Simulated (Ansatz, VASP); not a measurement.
## Al: VASP beside Ansatz

```
Al
1.0
     1.46024    2.52922    0.00000
    -2.92049    0.00000    0.00000
     0.00000    0.00000   28.58286
Al
4
Direct
  0.33333 0.66667 0.53598
  0.00000 0.00000 0.61614
  0.66667 0.33333 0.69495
  0.33333 0.66667 0.77587
```

Alike in both runs: task single point; functional PBE; dispersion D3(BJ); k mesh 15 × 15 × 1; occupations methfessel-paxton of order 1, width 0.1 eV; no spin polarisation.

|  | VASP | Ansatz |
| --- | --- | --- |
| version | VASP 6.6.1 | Ansatz 0.2.0 |
| potentials or method | VASP PAW PBE potentials, release 64 (Al) | scalar-relativistic, plane waves, PAW |
| plane-wave cutoff (eV) | 520 | 420 |
| valence electrons in the cell | 12 | 12 |

Ansatz gave:

```
gap on the k mesh at the Fermi level (eV) : none
rms of the force components (eV/Å)        : 0.048
```

What did VASP give for the same quantities?

gap on the k mesh at the Fermi level (eV): none; rms of the force components (eV/Å): 0.049.

Atom by atom the forces differ by 0.000 eV/Å (rms over components). A gap of «none» marks a metal or a gap that the smearing closes. Ansatz warned: «xc_potential_rough_in_thin_density».
